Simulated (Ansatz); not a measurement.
# Molecular dynamics of Al₃₂O

Input file:

```yaml
crystal:
  lattice:
    - [8.1, 0.0, 0.0]
    - [0.0, 8.1, 0.0]
    - [0.0, 0.0, 8.1]
  atoms:
    - { symbol: Al, position: [0.50101516, 0.00094257, 0.00106924] }
    - { symbol: Al, position: [0.74904908, 0.24897645, 0.00106944] }
    - { symbol: Al, position: [0.74905634, 0.00093556, 0.24910874] }
    - { symbol: Al, position: [0.00010174, 0.00448379, 0.00461445] }
    - { symbol: Al, position: [0.2499537, 0.24542941, 0.00461628] }
    - { symbol: Al, position: [0.50456352, 0.50003884, 0.00461738] }
    - { symbol: Al, position: [0.74550906, 0.74989084, 0.00461336] }
    - { symbol: Al, position: [0.24996545, 0.00449961, 0.24554664] }
    - { symbol: Al, position: [0.5010134, 0.24897842, 0.24910345] }
    - { symbol: Al, position: [0.74549165, 0.50002765, 0.24554618] }
    - { symbol: Al, position: [0.50455762, 0.00448091, 0.50014636] }
    - { symbol: Al, position: [0.74551148, 0.24543488, 0.50014695] }
    - { symbol: Al, position: [0.74548892, 0.00450277, 0.75001109] }
    - { symbol: Al, position: [-0.00131237, 0.49862103, 0.00344755] }
    - { symbol: Al, position: [0.25137085, 0.75130419, 0.00344834] }
    - { symbol: Al, position: [9.809e-05, 0.24542728, 0.24555811] }
    - { symbol: Al, position: [0.25138913, 0.49860363, 0.24675571] }
    - { symbol: Al, position: [0.50456415, 0.74989508, 0.24555857] }
    - { symbol: Al, position: [-0.00131141, 0.00330409, 0.4987364] }
    - { symbol: Al, position: [0.25137122, 0.24660042, 0.49873579] }
    - { symbol: Al, position: [0.50339022, 0.49862048, 0.49873473] }
    - { symbol: Al, position: [0.74668629, 0.75130303, 0.4987375] }
    - { symbol: Al, position: [0.25138859, 0.00329476, 0.75143637] }
    - { symbol: Al, position: [0.50457013, 0.2454217, 0.75000352] }
    - { symbol: Al, position: [0.74669638, 0.49860441, 0.75143612] }
    - { symbol: Al, position: [-0.00131786, 0.75131056, 0.24675062] }
    - { symbol: Al, position: [-0.01097116, 0.48898861, 0.48906252] }
    - { symbol: Al, position: [0.26100158, 0.76096092, 0.48906742] }
    - { symbol: Al, position: [-0.00131859, 0.24660552, 0.75142576] }
    - { symbol: Al, position: [0.26108048, 0.48891444, 0.76111188] }
    - { symbol: Al, position: [0.50338591, 0.75131148, 0.75142594] }
    - { symbol: Al, position: [-0.01099975, 0.76099439, 0.7610655] }
    - { symbol: O, position: [0.12505761, 0.62493038, 0.6251407] }
basis:
  ecutwfc: 250.0
kpoints:
  mp_grid: { grid: [2, 2, 2] }
hamiltonian:
  xc: pbe
  dispersion: d3bj
scf:
  occupations: { method: fermi_dirac, width: 0.15 }
  lower_state_search: "off"
  max_iter: 88
md:
  timestep: 1
  n_steps: 200
  ensemble: nvt_langevin
  temperature: 600.0
  initial_velocities: maxwell_boltzmann
  seed: 937025
  friction: 0.005
```

Command:

```bash
$ ansatz run input.yaml --threads 2 --pin off --max-ram 5120MiB --backend cpu --events-out ev --progress --plain --runs-dir out
```

It starts from a relaxed structure.

Output, in part (step lines):

```
md step     0: t =     0.00 fs  T =   581.8 K  F+E_penalty+E_count = -17774.69964557 eV  E_kin = 2.481792 eV  (8 SCF iters)
md step     1: t =     1.00 fs  T =   601.4 K  F+E_penalty+E_count = -17774.69548228 eV  E_kin = 2.565206 eV  (7 SCF iters)
md step     2: t =     2.00 fs  T =   609.0 K  F+E_penalty+E_count = -17774.68263592 eV  E_kin = 2.597863 eV  (6 SCF iters)
md step     3: t =     3.00 fs  T =   617.6 K  F+E_penalty+E_count = -17774.66109450 eV  E_kin = 2.634571 eV  (7 SCF iters)
md step     4: t =     4.00 fs  T =   616.8 K  F+E_penalty+E_count = -17774.63102749 eV  E_kin = 2.630872 eV  (7 SCF iters)
md step     5: t =     5.00 fs  T =   615.9 K  F+E_penalty+E_count = -17774.59238620 eV  E_kin = 2.627270 eV  (5 SCF iters)
md step     6: t =     6.00 fs  T =   605.6 K  F+E_penalty+E_count = -17774.54526609 eV  E_kin = 2.583087 eV  (4 SCF iters)
md step     7: t =     7.00 fs  T =   587.4 K  F+E_penalty+E_count = -17774.49065961 eV  E_kin = 2.505766 eV  (4 SCF iters)
[... lines left out ...]
```

The steps, from the saved trajectory:

```csv
time (fs),T (K),potential energy less start (eV)
0,582,0.000
6,606,0.154
12,521,0.586
18,403,1.190
24,314,1.750
30,231,2.174
36,186,2.324
42,234,2.210
48,300,1.993
54,341,1.813
60,369,1.714
66,395,1.689
72,410,1.722
78,382,1.758
84,409,1.733
90,428,1.694
96,440,1.626
102,439,1.502
108,452,1.387
114,448,1.335
120,417,1.373
126,436,1.480
132,456,1.588
138,415,1.654
144,494,1.645
150,485,1.706
156,495,1.856
162,485,2.081
168,469,2.189
174,471,2.191
180,495,2.136
186,512,2.093
192,518,2.175
198,460,2.331
```

All steps were run. The mean temperature of the second half is 22 % below the set value. A run of 0.2 ps of so small a system gives no equilibrium averages. The plane-wave cutoff is below what these datasets need, so energies and pressures aren't converged. Limits of this set-up: coarse k mesh, a small cell, in which the defect meets its images, a typed lattice constant that wasn't relaxed here.

Mean squared displacements from the first frame to the last, about the centre of mass: Al 0.04 Å², O 0.01 Å².

Last frame:

```xyz
33
Lattice="8.1000 0.0000 0.0000 0.0000 8.1000 0.0000 0.0000 0.0000 8.1000" Properties=species:S:1:pos:R:3
Al 4.450 -0.087 -0.018
Al 6.349 2.031 0.047
Al 6.165 -0.014 2.096
Al 0.051 0.125 0.091
Al 2.225 1.895 0.077
Al 4.004 3.954 0.148
Al 6.352 5.928 0.142
Al 2.147 0.175 2.117
Al 4.061 1.960 2.033
Al 6.162 3.894 1.964
Al 4.345 0.196 3.969
Al 6.176 1.939 4.228
Al 6.106 -0.031 6.032
Al 0.295 3.981 0.176
Al 2.130 6.041 -0.118
Al -0.118 2.060 2.138
Al 2.064 4.148 2.383
Al 4.138 6.038 2.060
Al 0.088 -0.117 4.193
Al 2.084 2.087 4.015
Al 4.219 4.191 4.171
Al 6.015 6.251 4.124
Al 2.351 0.276 6.039
Al 4.275 1.964 6.015
Al 6.245 3.893 6.298
Al 0.447 6.162 2.070
Al -0.024 4.189 4.111
Al 2.251 6.308 4.352
Al 0.231 1.982 6.111
Al 2.295 3.947 6.274
Al 4.362 6.011 6.244
Al -0.011 6.167 6.243
O 1.198 5.162 5.202
```

Time of the run: 6.4 min on 2 threads of AMD EPYC 9R14 (Zen 4), with other jobs on the host, peak memory 0.79 GiB.
